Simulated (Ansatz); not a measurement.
# ZnS, one structure, two calculations

Cell: a computed structure from the Materials Project (it need not be an observed phase), atoms as given.

```
CELL_PARAMETERS angstrom
1.93781 1.11879 56.50478
-1.93781 1.11879 56.50478
0.00000 -2.23759 56.50478
ATOMIC_POSITIONS crystal
Zn 0.00001 0.00001 0.00001
Zn 0.05556 0.05556 0.05556
Zn 0.11112 0.11112 0.11112
Zn 0.18520 0.18520 0.18520
Zn 0.25927 0.25927 0.25927
Zn 0.31482 0.31482 0.31482
Zn 0.37038 0.37038 0.37038
Zn 0.42594 0.42594 0.42594
Zn 0.48149 0.48149 0.48149
Zn 0.53705 0.53705 0.53705
Zn 0.57408 0.57408 0.57408
Zn 0.61112 0.61112 0.61112
Zn 0.68519 0.68519 0.68519
Zn 0.74075 0.74075 0.74075
Zn 0.79631 0.79631 0.79631
Zn 0.83334 0.83334 0.83334
Zn 0.88890 0.88890 0.88890
Zn 0.96297 0.96297 0.96297
S 0.01388 0.01388 0.01388
S 0.06943 0.06943 0.06943
S 0.12499 0.12499 0.12499
S 0.19906 0.19906 0.19906
S 0.27314 0.27314 0.27314
S 0.32870 0.32870 0.32870
S 0.38425 0.38425 0.38425
S 0.43980 0.43980 0.43980
S 0.49536 0.49536 0.49536
S 0.55090 0.55090 0.55090
S 0.58793 0.58793 0.58793
S 0.62499 0.62499 0.62499
S 0.69907 0.69907 0.69907
S 0.75462 0.75462 0.75462
S 0.81016 0.81016 0.81016
S 0.84721 0.84721 0.84721
S 0.90277 0.90277 0.90277
S 0.97682 0.97682 0.97682
```

Atom numbers follow the list; atoms alike are taken as one site, whose name carries the number of the first.

First run. All values are calculated (Ansatz; DFT, PBE, plane waves and PAW, scalar-relativistic, 420 eV cutoff, Γ-centred 8×8×8 k-points, Fermi–Dirac smearing 0.02 eV), not measured.

| site | atom | V_zz (10²¹ V/m²) | η |
| --- | --- | --- | --- |
| Zn1 | 1 | -0.33 | 0.00 |
| Zn3 | 3 | -0.40 | 0.00 |
| Zn5 | 5 | -0.50 | 0.00 |
| Zn7 | 7 | -0.37 | 0.00 |
| Zn11 | 11 | -0.37 | 0.00 |
| Zn12 | 12 | -0.35 | 0.00 |
| Zn17 | 17 | -0.52 | 0.00 |
| S20 | 20 | -0.098 | 0.00 |
| S28 | 28 | -0.041 | 0.00 |
| S29 | 29 | -0.036 | 0.00 |
| S30 | 30 | -0.10 | 0.00 |
| S33 | 33 | -0.047 | 0.00 |
| S34 | 34 | -0.083 | 0.00 |
| S36 | 36 | -0.050 | 0.00 |

Second run. The same atoms and settings, except that the functional is r2SCAN and the cutoff is 500 eV.

Task: What does the second run give?

Result: 

| site | atom | V_zz | η | change of V_zz |
| --- | --- | --- | --- | --- |
| Zn1 | 1 | -0.35 | 0.00 | -0.02 |
| Zn3 | 3 | -0.41 | 0.00 | -0.01 |
| Zn5 | 5 | -0.50 | 0.00 | 0.00 |
| Zn7 | 7 | -0.38 | 0.00 | -0.01 |
| Zn11 | 11 | -0.38 | 0.00 | -0.01 |
| Zn12 | 12 | -0.37 | 0.00 | -0.02 |
| Zn17 | 17 | -0.52 | 0.00 | 0.00 |
| S20 | 20 | -0.11 | 0.00 | -0.01 |
| S28 | 28 | -0.068 | 0.00 | -0.03 |
| S29 | 29 | -0.065 | 0.00 | -0.03 |
| S30 | 30 | -0.11 | 0.00 | -0.01 |
| S33 | 33 | -0.075 | 0.00 | -0.03 |
| S34 | 34 | -0.096 | 0.00 | -0.01 |
| S36 | 36 | -0.076 | 0.00 | -0.03 |

No V_zz moves by more than 0.03. The table leaves out 13 of the 27 sites, with |V_zz| up to 0.50; their tensors move by 0.02 at most along any direction. The statements above cover all sites.

For the second run: With these PAW files V_zz is typically within 2 to 3 % of all-electron values, but misses above 10 % occur on Zn.
